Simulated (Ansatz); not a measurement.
# PbSe: how the settings move a relaxation

How sensitive is a relaxation of PbSe to its settings? A reference run comes first, then one run with altered input.

Program: Ansatz 0.2.0. Level of theory: reference: DFT, LDA, PAW with Ansatz's default frozen-core files, scalar-relativistic; relaxation of cell and atoms. These are calculated values, not measurements.

2 further runs of the same task are left out: 1 that didn't finish, 1 set aside as unsound or not needed.

## Step 1: The system as given

The structure is cubic, space group Fm-3m (No. 225). The conventional cell has a = 6.121 Å, b = 6.121 Å, c = 6.121 Å, α = 90.00°, β = 90.00°, γ = 90.00°. Around Pb (site symmetry m-3m) lie 6 Se at 3.06 Å. Around Se (site symmetry m-3m) lie 6 Pb at 3.06 Å.

Coordinates:

```cif
data_structure
_symmetry_space_group_name_H-M 'P 1'
_symmetry_Int_Tables_number 1
_cell_length_a 4.3284
_cell_length_b 4.3284
_cell_length_c 4.3284
_cell_angle_alpha 60.000
_cell_angle_beta 60.000
_cell_angle_gamma 60.000
_cell_volume 57.34
loop_
_atom_site_label
_atom_site_type_symbol
_atom_site_fract_x
_atom_site_fract_y
_atom_site_fract_z
_atom_site_occupancy
Pb1 Pb 0.00000 0.00000 0.00000 1
Se1 Se 0.50000 0.50000 0.50000 1
```

## Step 2: Baseline

File input.yaml:

```yaml
crystal:
  lattice:
    - [0.0, 3.06065, 3.06065]
    - [3.06065, 0.0, 3.06065]
    - [3.06065, 3.06065, 0.0]
  atoms:
    - { symbol: Pb, position: [0.0, 0.0, 0.0] }
    - { symbol: Se, position: [0.5, 0.5, 0.5] }
kpoints:
  mp_grid: { grid: [12, 12, 12] }
scf:
  occupations: { method: fermi_dirac, width: 0.05 }
hamiltonian:
  xc: lda
  pseudopotentials: { kind: paw }
relax:
  f_tol: 0.002
  max_steps: 80
  cell: {}
output:
  forces: true
  stress: true
```

Run with:

```
$ ansatz run input.yaml --threads 1 --pin off --max-ram 2560MiB --backend cpu --events-out ev --progress --plain --runs-dir out
```

From the output:

```text
[...]
Basis set: ecut = 420 eV, 1139 PW (Γ)
[...]
k-points: 72 of 1728
[...]
SCF iter   1: F=—  HF=-16986.644971 eV  |F-HF|=—  |Δ(HF+E_count)|=         —  Δρ=4.16e-3  dr2=7.02e-3  ethr=1.77e-3  ⟨swp⟩=6.0  Hψ=6611  notcnv=0
preconditioner: auto → none  [insulator: Δε(μ)=0.160 eV  Ē_g=15.174 eV  σ=0.050 eV  W_gap=0.66  n_scr=14 (ndim 8)  ℏωp=21.9 eV  f_vac=0.019  D(μ)=0.03/eV (n_scr^D=0)  ε∞_Penn≈3.1]
SCF iter   2: F=—  HF=-16986.641610 eV  |F-HF|=—  |Δ(HF+E_count)|=   3.36e-3  Δρ=1.96e-3  dr2=1.08e-3  ethr=2.34e-5  ⟨swp⟩=2.5  Hψ=2688  notcnv=0
[...]
relax step   1: F+E_penalty+E_count = -16986.64128253 eV  Δ(F+E_penalty+E_count) = +0.000e0 eV  max|allowed force component| = 1.367e-29 eV/Å  Δτ_max = 0.0000 Å  P = -2.100 GPa  Ω = 57.342 Å³  (6 SCF iters, dr2 threshold 1.00e-7 eV, accepted)
[...]
Basis set: ecut = 420 eV, 1067 PW (Γ)
[...]
relax step   2: F+E_penalty+E_count = -16986.65246403 eV  Δ(F+E_penalty+E_count) = -1.118e-2 eV  max|allowed force component| = 2.445e-29 eV/Å  Δτ_max = 0.0000 Å  P = +1.257 GPa  Ω = 53.999 Å³  energy of the carried Pulay correction = +4.998e-4 eV  (6 SCF iter
[...]
relax step   3: F+E_penalty+E_count = -16986.65660399 eV  Δ(F+E_penalty+E_count) = -4.140e-3 eV  max|allowed force component| = 6.048e-30 eV/Å  Δτ_max = 0.0000 Å  P = -0.081 GPa  Ω = 55.205 Å³  energy of the carried Pulay correction = +3.138e-4 eV  (5 SCF iter
[...]
relax step   4: F+E_penalty+E_count = -16986.65663454 eV  Δ(F+E_penalty+E_count) = -3.055e-5 eV  max|allowed force component| = 4.930e-30 eV/Å  Δτ_max = 0.0000 Å  P = -0.003 GPa  Ω = 55.130 Å³  energy of the carried Pulay correction = +3.250e-4 eV  (4 SCF iter
[...]
SCF iter   5: F=—  HF=-16986.656324 eV  |F-HF|=—  |Δ(HF+E_count)|=  1.60e-10  Δρ=2.06e-7  dr2=2.55e-11  ethr=2.26e-12  ⟨swp⟩=3.0  Hψ=2143  notcnv=0
SCF iter   6: F=-16986.656324 eV  HF=-16986.656324 eV  |F-HF|=0.00e0  |Δ(HF+E_count)|=  1.46e-11  Δρ=5.94e-8  dr2=2.92e-12  ethr=1.00e-12  ⟨swp⟩=5.1  Hψ=5386  notcnv=0
[...]
relax step   5: F+E_penalty+E_count = -16986.65632368 eV  Δ(F+E_penalty+E_count) = +3.109e-4 eV  max|allowed force component| = 5.719e-30 eV/Å  Δτ_max = 0.0000 Å  P = -0.005 GPa  Ω = 55.130 Å³  stress off target by 4.77e-3 GPa  SCF on the basis re-selected at 
[...]
SCF converged after 6 iterations
Free energy (F): -16986.656324 eV
[...]
E sigma→0 (E₀):  -16986.656166 eV
[...]
Fermi energy:    9.375751 eV
[...]
  P = ⅓ Tr σ = -0.0048 GPa (-0.048 kbar)
--- Relaxed structure (4 steps of the walk, 4 accepted, 1 SCFs on fresh bases) ---
[...]
```

Wall time 17 s (1 thread of Arm Neoverse V1, shared host); peak memory 0.37 GiB.

## Step 3: Changed: mp_grid.grid [10, 10, 10], mp_grid.shift [0.5, 0.5, 0.5], mixing.algorithm anderson, mixing.beta 0.9, mixing.ndim 8

Changes to input.yaml since step 2:

```diff
@@ -9,5 +9,6 @@
 kpoints:
-  mp_grid: { grid: [12, 12, 12] }
+  mp_grid: { grid: [10, 10, 10], shift: [0.5, 0.5, 0.5] }
 scf:
   occupations: { method: fermi_dirac, width: 0.05 }
+  mixing: { algorithm: anderson, beta: 0.9, ndim: 8 }
 hamiltonian:
```

Run with:

```
$ ansatz run input.yaml --threads 1 --pin off --max-ram 2560MiB --backend cpu --events-out ev --progress --plain --runs-dir out
```

Log:

```text
Warning: crystal.symmetry: narrowed to the stabiliser of the k-point mesh — unitary ops 48 → 12; excluded 36 operations that carry a point of the 10×10×10 mesh (shift [0.5, 0.5, 0.5]) off the mesh (the run samples exactly the mesh kpoints.mp_grid names, as under crystal.symmetry.detect: false, and its converged state has the mesh's symmetry, not the crystal's; ε∞, the Born charges and the force constants of a linear response (`dielectric:` by the response, `phonons.method: dfpt`) are averaged over those of the crystal's operations that the state keeps within a tolerance, where `mesh_tensors`, `unaveraged_element` or `gamma_mean_max_change_ev_ang2` stands beside them; a row that `dielectric.field_direction` solves alone is averaged likewise, with nothing beside; a Γ-centred mesh of equal divisions is mapped onto itself by every operation and keeps the whole group, as does a half-shifted one under kpoints.further_shifts: images)
Engine: ansatz 0.2.0
Pseudopotentials: kind: paw
Pseudopotential: Pb, paw, valence charge 14, recommended cutoff 420 eV (normal), Pb.paw.azcp
Pseudopotential: Se, paw, valence charge 16, recommended cutoff 420 eV (normal), Se.paw.azcp
Functional definition: SPW92
  exchange = slater_x
  correlation = pw_c
Crystal: 2 atoms, lattice volume = 57.342 Å³
Basis set: ecut = 420 eV, 1139 PW (Γ)
Bands: 19, of which v1, the nominal top of the filled ones, is band 15 counted from 1 (14 counted from 0)
Symmetry: 12 space group operations
k-points: 110 of 1000
Non-local potential: Pb, projectors of the file, l = 0: 2, l = 1: 2, l = 2: 2, l = 3: 2
Non-local potential: Se, projectors of the file, l = 0: 2, l = 1: 2, l = 2: 3, l = 3: 1
PAW form: soft (Blöchl's): semilocal exchange-correlation on the pseudo side does not see the compensation charge
PAW frozen core: Pb, regenerated for the run's functional, and the local potential with it (the file was generated under x = pbe(κ = 0.804, μ = 0.2195149727645171), c = pbe(β = 0.06672455060314922))
PAW frozen core: Se, regenerated for the run's functional, and the local potential with it (the file was generated under x = pbe(κ = 0.804, μ = 0.2195149727645171), c = pbe(β = 0.06672455060314922))
PAW one-centre angular grid: Pb, 590 points (default); XC on 64 Gauss nodes
PAW one-centre angular grid: Se, 590 points (default); XC on 64 Gauss nodes
Initial density: superposition of atomic densities (neutral atoms: chi_scale 0, normalization atom), corrected by the library's trained network
Initial wavefunctions: pseudopotential atomic-orbital guess
Functional: x = slater, c = lda
SCF iter   1: F=—  HF=-16986.644940 eV  |F-HF|=—  |Δ(HF+E_count)|=         —  Δρ=4.16e-3  dr2=7.01e-3  ethr=1.77e-3  ⟨swp⟩=6.0  Hψ=10245  notcnv=0
preconditioner: auto → none  [insulator: Δε(μ)=0.570 eV  Ē_g=15.172 eV  σ=0.050 eV  W_gap=0.99  n_scr=14 (ndim 8)  ℏωp=21.9 eV  f_vac=0.019  D(μ)=0.00/eV (n_scr^D=0)  ε∞_Penn≈3.1]
SCF iter   2: F=—  HF=-16986.642411 eV  |F-HF|=—  |Δ(HF+E_count)|=   2.53e-3  Δρ=1.88e-3  dr2=3.19e-3  ethr=2.34e-5  ⟨swp⟩=2.0  Hψ=4514  notcnv=0  κ⁻¹=1.0e0(r=1)
SCF iter   3: F=—  HF=-16986.641603 eV  |F-HF|=—  |Δ(HF+E_count)|=   8.08e-4  Δρ=8.96e-4  dr2=9.89e-4  ethr=1.06e-5  ⟨swp⟩=2.0  Hψ=4165  notcnv=0  κ⁻¹=6.7e-1(r=2)
SCF iter   4: F=—  HF=-16986.641253 eV  |F-HF|=—  |Δ(HF+E_count)|=   3.50e-4  Δρ=1.77e-4  dr2=1.95e-5  ethr=3.30e-6  ⟨swp⟩=3.0  Hψ=3740  notcnv=0  κ⁻¹=2.3e-2(r=3)
SCF iter   5: F=—  HF=-16986.641244 eV  |F-HF|=—  |Δ(HF+E_count)|=   8.82e-6  Δρ=1.15e-5  dr2=5.88e-8  ethr=3.33e-10  ⟨swp⟩=4.0  Hψ=9339  notcnv=0  κ⁻¹=2.4e-4(r=4)
SCF iter   6: F=-16986.641244 eV  HF=-16986.641244 eV  |F-HF|=5.07e-8  |Δ(HF+E_count)|=   6.31e-8  Δρ=3.80e-6  dr2=1.48e-8  ethr=1.96e-10  ⟨swp⟩=4.3  Hψ=7515  notcnv=0
SCF 1 converged in 6 iterations: F = -16986.641244 eV  dr2 = 1.48e-8
relax step   1: F+E_penalty+E_count = -16986.64124422 eV  Δ(F+E_penalty+E_count) = +0.000e0 eV  max|allowed force component| = 1.157e-29 eV/Å  Δτ_max = 0.0000 Å  P = -2.098 GPa  Ω = 57.342 Å³  (6 SCF iters, dr2 threshold 1.00e-7 eV, accepted)
Crystal: 2 atoms, lattice volume = 54.003 Å³
Basis set: ecut = 420 eV, 1067 PW (Γ)
Initial density: handed on by an earlier stage of this run
Initial wavefunctions: those handed on with the density
iter 1 solved again at ethr=4.85e-6 eV; its pass at ethr=3.10e-3 eV (dr2=1.45e-3 eV) is discarded
SCF iter   1: F=—  HF=-16986.652631 eV  |F-HF|=—  |Δ(HF+E_count)|=         —  Δρ=1.34e-3  dr2=1.29e-3  ethr=4.85e-6  ⟨swp⟩=2.4  Hψ=12761  notcnv=0
automatic band count: iteration 1 solves 18 bands in place of 19: the levels show a gap, and the empty bands left out lie too high to hold charge; the band table lists the bands solved (type scf.n_extra_bands for more)
preconditioner: auto → none  [insulator: Δε(μ)=0.507 eV  Ē_g=14.599 eV  σ=0.050 eV  W_gap=0.99  n_scr=14 (ndim 8)  ℏωp=22.6 eV  f_vac=0.009  D(μ)=0.00/eV (n_scr^D=0)  ε∞_Penn≈3.4]
SCF iter   2: F=—  HF=-16986.652375 eV  |F-HF|=—  |Δ(HF+E_count)|=   2.56e-4  Δρ=5.26e-4  dr2=3.07e-4  ethr=4.29e-6  ⟨swp⟩=3.0  Hψ=3138  notcnv=0  κ⁻¹=1.0e0(r=1)
SCF iter   3: F=—  HF=-16986.652334 eV  |F-HF|=—  |Δ(HF+E_count)|=   4.09e-5  Δρ=4.44e-4  dr2=1.92e-4  ethr=1.02e-6  ⟨swp⟩=2.1  Hψ=3087  notcnv=0  κ⁻¹=8.2e-1(r=2)
SCF iter   4: F=—  HF=-16986.652271 eV  |F-HF|=—  |Δ(HF+E_count)|=   6.31e-5  Δρ=4.57e-5  dr2=1.33e-6  ethr=6.40e-7  ⟨swp⟩=3.0  Hψ=3673  notcnv=0  κ⁻¹=9.0e-3(r=3)
SCF iter   5: F=-16986.652269 eV  HF=-16986.652270 eV  |F-HF|=1.75e-7  |Δ(HF+E_count)|=   1.46e-6  Δρ=1.24e-5  dr2=1.12e-7  ethr=6.67e-10  ⟨swp⟩=5.1  Hψ=8001  notcnv=0
SCF 2 converged in 5 iterations: F = -16986.652269 eV  dr2 = 1.12e-7
relax step   2: F+E_penalty+E_count = -16986.65226940 eV  Δ(F+E_penalty+E_count) = -1.103e-2 eV  max|allowed force component| = 2.209e-29 eV/Å  Δτ_max = 0.0000 Å  P = +1.271 GPa  Ω = 54.003 Å³  energy of the carried Pulay correction = +4.994e-4 eV  (5 SCF iters, dr2 threshold 2.00e-7 eV, accepted)
Crystal: 2 atoms, lattice volume = 55.216 Å³
iter 1 solved again at ethr=8.35e-7 eV; its pass at ethr=3.10e-3 eV (dr2=2.51e-4 eV) is discarded
SCF iter   1: F=—  HF=-16986.656533 eV  |F-HF|=—  |Δ(HF+E_count)|=         —  Δρ=5.01e-4  dr2=1.85e-4  ethr=8.35e-7  ⟨swp⟩=2.7  Hψ=13214  notcnv=0
automatic band count: iteration 1 solves 18 bands in place of 19: the levels show a gap, and the empty bands left out lie too high to hold charge; the band table lists the bands solved (type scf.n_extra_bands for more)
preconditioner: auto → none  [insulator: Δε(μ)=0.538 eV  Ē_g=14.504 eV  σ=0.050 eV  W_gap=0.99  n_scr=14 (ndim 8)  ℏωp=22.3 eV  f_vac=0.019  D(μ)=0.00/eV (n_scr^D=0)  ε∞_Penn≈3.4]
SCF iter   2: F=—  HF=-16986.656496 eV  |F-HF|=—  |Δ(HF+E_count)|=   3.65e-5  Δρ=1.80e-4  dr2=3.65e-5  ethr=6.16e-7  ⟨swp⟩=2.8  Hψ=3233  notcnv=0  κ⁻¹=1.0e0(r=1)
SCF iter   3: F=—  HF=-16986.656492 eV  |F-HF|=—  |Δ(HF+E_count)|=   4.01e-6  Δρ=1.62e-4  dr2=2.65e-5  ethr=1.22e-7  ⟨swp⟩=2.1  Hψ=3090  notcnv=0  κ⁻¹=7.1e-1(r=2)
SCF iter   4: F=—  HF=-16986.656484 eV  |F-HF|=—  |Δ(HF+E_count)|=   8.48e-6  Δρ=1.69e-5  dr2=2.04e-7  ethr=8.84e-8  ⟨swp⟩=3.0  Hψ=3676  notcnv=0  κ⁻¹=9.1e-3(r=3)
SCF iter   5: F=-16986.656484 eV  HF=-16986.656484 eV  |F-HF|=3.46e-8  |Δ(HF+E_count)|=   2.21e-7  Δρ=5.16e-6  dr2=2.00e-8  ethr=6.67e-10  ⟨swp⟩=4.9  Hψ=7585  notcnv=0
SCF 3 converged in 5 iterations: F = -16986.656484 eV  dr2 = 2.00e-8
relax step   3: F+E_penalty+E_count = -16986.65648366 eV  Δ(F+E_penalty+E_count) = -4.214e-3 eV  max|allowed force component| = 2.840e-29 eV/Å  Δτ_max = 0.0000 Å  P = -0.082 GPa  Ω = 55.216 Å³  energy of the carried Pulay correction = +3.121e-4 eV  (5 SCF iters, dr2 threshold 2.00e-7 eV, accepted)
Crystal: 2 atoms, lattice volume = 55.141 Å³
iter 1 solved again at ethr=1.11e-8 eV; its pass at ethr=3.10e-3 eV (dr2=3.33e-6 eV) is discarded
SCF iter   1: F=—  HF=-16986.656515 eV  |F-HF|=—  |Δ(HF+E_count)|=         —  Δρ=2.97e-5  dr2=6.69e-7  ethr=1.11e-8  ⟨swp⟩=2.6  Hψ=11521  notcnv=0
automatic band count: iteration 1 solves 18 bands in place of 19: the levels show a gap, and the empty bands left out lie too high to hold charge; the band table lists the bands solved (type scf.n_extra_bands for more)
preconditioner: auto → none  [insulator: Δε(μ)=0.536 eV  Ē_g=14.513 eV  σ=0.050 eV  W_gap=0.99  n_scr=14 (ndim 8)  ℏωp=22.4 eV  f_vac=0.015  D(μ)=0.00/eV (n_scr^D=0)  ε∞_Penn≈3.4]
SCF iter   2: F=—  HF=-16986.656515 eV  |F-HF|=—  |Δ(HF+E_count)|=   1.84e-7  Δρ=8.60e-6  dr2=6.85e-8  ethr=2.23e-9  ⟨swp⟩=2.0  Hψ=3630  notcnv=0  κ⁻¹=1.0e0(r=1)
SCF iter   3: F=—  HF=-16986.656515 eV  |F-HF|=—  |Δ(HF+E_count)|=   1.75e-8  Δρ=7.42e-6  dr2=4.87e-8  ethr=5.68e-11  ⟨swp⟩=5.1  Hψ=7832  notcnv=0  κ⁻¹=3.7e-1(r=2)
SCF iter   4: F=-16986.656515 eV  HF=-16986.656515 eV  |F-HF|=2.73e-9  |Δ(HF+E_count)|=   1.58e-8  Δρ=1.31e-6  dr2=1.46e-9  ethr=5.68e-11  ⟨swp⟩=3.1  Hψ=7703  notcnv=0
SCF 4 converged in 4 iterations: F = -16986.656515 eV  dr2 = 1.46e-9
relax step   4: F+E_penalty+E_count = -16986.65651515 eV  Δ(F+E_penalty+E_count) = -3.149e-5 eV  max|allowed force component| = 2.630e-29 eV/Å  Δτ_max = 0.0000 Å  P = -0.003 GPa  Ω = 55.141 Å³  energy of the carried Pulay correction = +3.235e-4 eV  (4 SCF iters, dr2 threshold 1.70e-8 eV, accepted)
Initial wavefunctions: pseudopotential atomic-orbital guess (no wavefunctions were taken with the density)
iter 1 solved again at ethr=1.07e-7 eV; its pass at ethr=3.10e-3 eV (dr2=3.22e-5 eV) is discarded
SCF iter   1: F=—  HF=-16986.656201 eV  |F-HF|=—  |Δ(HF+E_count)|=         —  Δρ=4.59e-5  dr2=2.08e-7  ethr=1.07e-7  ⟨swp⟩=3.1  Hψ=16029  notcnv=0
preconditioner: auto → none  [insulator: Δε(μ)=0.536 eV  Ē_g=15.327 eV  σ=0.050 eV  W_gap=0.99  n_scr=14 (ndim 8)  ℏωp=22.4 eV  f_vac=0.016  D(μ)=0.00/eV (n_scr^D=0)  ε∞_Penn≈3.1]
SCF iter   2: F=—  HF=-16986.656200 eV  |F-HF|=—  |Δ(HF+E_count)|=   8.36e-7  Δρ=1.07e-5  dr2=5.07e-8  ethr=6.94e-10  ⟨swp⟩=2.0  Hψ=3741  notcnv=0  κ⁻¹=1.0e0(r=1)
SCF iter   3: F=—  HF=-16986.656200 eV  |F-HF|=—  |Δ(HF+E_count)|=   5.90e-8  Δρ=5.07e-6  dr2=2.18e-8  ethr=1.69e-10  ⟨swp⟩=2.0  Hψ=3741  notcnv=0  κ⁻¹=5.2e-1(r=2)
SCF iter   4: F=—  HF=-16986.656200 eV  |F-HF|=—  |Δ(HF+E_count)|=   1.24e-8  Δρ=2.09e-6  dr2=4.23e-9  ethr=7.27e-11  ⟨swp⟩=2.0  Hψ=3740  notcnv=0  κ⁻¹=1.7e-1(r=3)
SCF iter   5: F=—  HF=-16986.656200 eV  |F-HF|=—  |Δ(HF+E_count)|=   1.51e-9  Δρ=2.02e-7  dr2=4.16e-11  ethr=1.41e-11  ⟨swp⟩=2.1  Hψ=3181  notcnv=0  κ⁻¹=1.1e-3(r=4)
SCF iter   6: F=-16986.656200 eV  HF=-16986.656200 eV  |F-HF|=1.82e-11  |Δ(HF+E_count)|=  3.64e-11  Δρ=7.09e-8  dr2=4.49e-12  ethr=1.00e-12  ⟨swp⟩=6.0  Hψ=9430  notcnv=0
SCF 5 converged in 6 iterations: F = -16986.656200 eV  dr2 = 4.49e-12
relax step   5: F+E_penalty+E_count = -16986.65620031 eV  Δ(F+E_penalty+E_count) = +3.148e-4 eV  max|allowed force component| = 9.466e-30 eV/Å  Δτ_max = 0.0000 Å  P = -0.005 GPa  Ω = 55.141 Å³  stress off target by 5.25e-3 GPa  SCF on the basis re-selected at this cell (its energy is not comparable with the rows above)  (6 SCF iters)
basis re-selected at this cell: Δ(F+E_penalty+E_count) = +3.148e-4 eV, ΔP = -0.002 GPa vs the last step (what re-selecting the basis moved, of the pressure what is left beyond the Pulay correction that the steps carried, after the strain that the cell walked since its last selection, with what the two solves' SCF thresholds leave and, on support functions, any second-order correction that the steps lacked; it is no measure of the basis error at this ecutwfc). This SCF's stress stands 5.25e-3 GPa from its target on what of the cell is left free (relax.cell.stress_tol is 5.00e-2 GPa) and its largest allowed force component is 9.47e-30 eV/Å (relax.f_tol is 2.00e-3 eV/Å): within both
SCF converged after 6 iterations
Stability not checked: this state was not tested for a lower state beside it, because the mixer in use, unlike msr1, does not test its closes by its own steps (another_mixer; see scf.mixing.algorithm and scf.lower_state_search)
Free energy (F): -16986.656200 eV
Harris-Foulkes:  -16986.656200 eV  (|F-HF|=1.82e-11)
Internal energy: -16986.656160 eV  (E = F + TS)
E sigma→0 (E₀):  -16986.656180 eV
Entropy (-TS):   -0.000041 eV (-0.020 meV/atom)
Fermi energy:    9.369601 eV
--- Per-component energies (eV) ---
  E_band       = -421.210391
  E_kinetic    = 408.192531
  E_local      = -3477.047644  (includes V_loc(G=0)·N_el)
  E_nonlocal   = -235.230366
  E_hartree    = 1617.919826
  E_xc         = -323.909934
  E_vxc        = -233.388782  (∫ρ·V_xc dr)
  E_paw        = -11927.462378  (= ΣΔE_a)
  E_vpaw       = -119.575381  (= ΣTr[D̂ρ^β])
  E_aug_tail   = -0.000512  (compensation charges beyond the density's cutoff)
  E_ewald      = -3051.257333
  E_core_change = 2.139649  (= ΣΔE_core)
  E_smearing   = -0.000041  (= −TS)
  E_closure    = 0.000000  (closes the sum)
  Σ components = -16986.656200   (vs F -16986.656200, Δ=0.00e0)
--- Forces (eV/Å), atoms counted from 1 ---
  atom   1  Pb     0.00000000    -0.00000000     0.00000000
  atom   2  Se     0.00000000     0.00000000    -0.00000000
  max |Σ_I F_I| component: 1.68e-29 eV/Å
--- Stress (GPa, compression-positive) ---
       -0.005149      -0.000050      -0.000050
       -0.000050      -0.005149      -0.000050
       -0.000050      -0.000050      -0.005149
  P = ⅓ Tr σ = -0.0051 GPa (-0.051 kbar)
--- Relaxed structure (4 steps of the walk, 4 accepted, 1 SCFs on fresh bases) ---
  F+E_penalty+E_count = -16986.65620031 eV   max|allowed force component| = 9.466e-30 eV/Å   (the final SCF, on the basis selected at the relaxed cell)
  cell:  # Å, volume = 55.1408 Å³
    - [-0.0001857140511112111, 3.020885326802928, 3.020885326802928]
    - [3.020885326802928, -0.00018571405111120524, 3.020885326802928]
    - [3.020885326802928, 3.020885326802928, -0.0001857140511112082]
  atoms:
    - { symbol: Pb, position: [5.1004084030908394e-36, -1.0077915398878283e-35, -2.4580281460678733e-36] }
    - { symbol: Se, position: [0.4999999999999999, 0.4999999999999999, 0.5] }
```

Wall time 27 s (1 thread of Arm Neoverse V1, shared host); peak memory 0.39 GiB.

Changing the k-point mesh and mixing moves the energy by +0.1 meV/atom, and the gap on the mesh goes from 0.05 to 0.54 eV. Sampling errors of the energy have no fixed sign. The relaxations can also end on different shapes, since the mesh sets the symmetry kept. A gap read on a mesh depends on which points the mesh holds, and a coarse mesh shifts the density too. Cost: 26 SCF cycles against 27, 27 s against 17 s.

## Step 4: All runs together

```tsv
run	ending	energy change	pressure (GPa)	gap (eV)	force (eV/Å)	cycles	time
reference	converged	0	0.0	0.05	0.00	27	17 s
1: mp_grid.grid [10, 10, 10], mp_grid.shift [0.5, 0.5, 0.5], mixing.algorithm anderson, mixing.beta 0.9, mixing.ndim 8	converged	+0.1 meV/atom	0.0	0.54	0.00	26	27 s
```

**Reading.** Changing the k-point mesh and mixing moves the energy by +0.1 meV/atom, and the gap on the mesh goes from 0.05 to 0.54 eV. Sampling errors of the energy have no fixed sign. The relaxations can also end on different shapes, since the mesh sets the symmetry kept. A gap read on a mesh depends on which points the mesh holds, and a coarse mesh shifts the density too. Cost: 26 SCF cycles against 27, 27 s against 17 s.
